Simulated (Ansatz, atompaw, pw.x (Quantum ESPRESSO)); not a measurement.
**Al (bcc): variants of one PAW (atompaw) potential in the solid**

| Quantity | Value |
| --- | --- |
| Element | aluminium |
| Generator | atompaw 4.2.0.5 |
| Type | PAW |
| Functional | PBE |
| Relativity | scalar-relativistic |
| Frozen core | [Ne] |
| Valence charge | 3 |
| Reference configuration | 3s2 3p1 |
| Partial waves | 3s (bound): rc 2.55 bohr; 3s channel at 0.3 Ry: rc 2.55 bohr; 3p (bound): rc 2.55 bohr; 3p channel at 0.15 Ry: rc 2.55 bohr; 3d channel at -0.05 Ry: rc 2.55 bohr; 3d channel at 2.4 Ry: rc 2.30 bohr |
| Local potential | ultrasoft scheme with l = 3 at 1 Ry, radius 2.15 bohr |
| Core correction | smooth core density matched at 1.45 bohr |
| Augmentation charge | sinc compensation charge, radius 2.05 bohr; PAW radius 2.55 bohr; waves and projectors: custom rrkj vanderbiltortho |

Crystal test: bcc Al in pw.x 7.5, no spin, 14³ k-points, Fermi–Dirac smearing 0.01 Ry, cutoffs set for each file from its atomic test. The reference is all-electron LAPW (Ansatz 0.2.0) with the same functional, mesh and smearing; V0 and B0 come from Birch–Murnaghan fits to the pressures at five volumes. Errors are pseudo minus all-electron; Δ is the rms difference of the E(V) curves that follow from these fits, minima aligned, over ±6 % about the mean V0. Mesh and smearing are coarse, so the numbers serve the comparison and aren't converged zero-temperature values; the lattice is a test structure that the element need not adopt.

All-electron: a0 = 3.237 Å (V0 = 16.96 Å³/atom), B0 = 68.4 GPa.

1 further variants are left out: they gave no file fit for a test, a broken result, the same result as the base, or pressures whose basis-set error rivals the error shown.

| change | cutoffs (Ry) | pw.x | a0 (Å) | a0 error (%) | B0 error (%) | Δ (meV/atom) | mean pressure error (GPa) |
| --- | --- | --- | --- | --- | --- | --- | --- |
| base | 40/400 | converged | 3.238 | +0.04 | +0.4 | 0.3 | +0.08 |
| wave 3d channel at -0.05 Ry: rc 2.55 bohr becomes 3d channel at -0.05 Ry: rc 1.70 bohr | 40/400 | converged | 3.238 | +0.01 | +0.6 | 0.1 | +0.03 |
| wave 3d channel at -0.05 Ry: rc 2.55 bohr becomes 3d channel at -0.05 Ry: rc 1.92 bohr | 40/400 | converged | 3.238 | +0.01 | +0.6 | 0.1 | +0.03 |
| wave 3d channel at -0.05 Ry: rc 2.55 bohr becomes 3d channel at -0.05 Ry: rc 2.22 bohr | 40/400 | converged | 3.238 | +0.01 | +0.6 | 0.1 | +0.03 |
| wave 3d channel at -0.05 Ry: rc 2.55 bohr becomes 3d channel at -0.05 Ry: rc 2.40 bohr | 40/400 | converged | 3.238 | +0.02 | +0.5 | 0.2 | +0.05 |
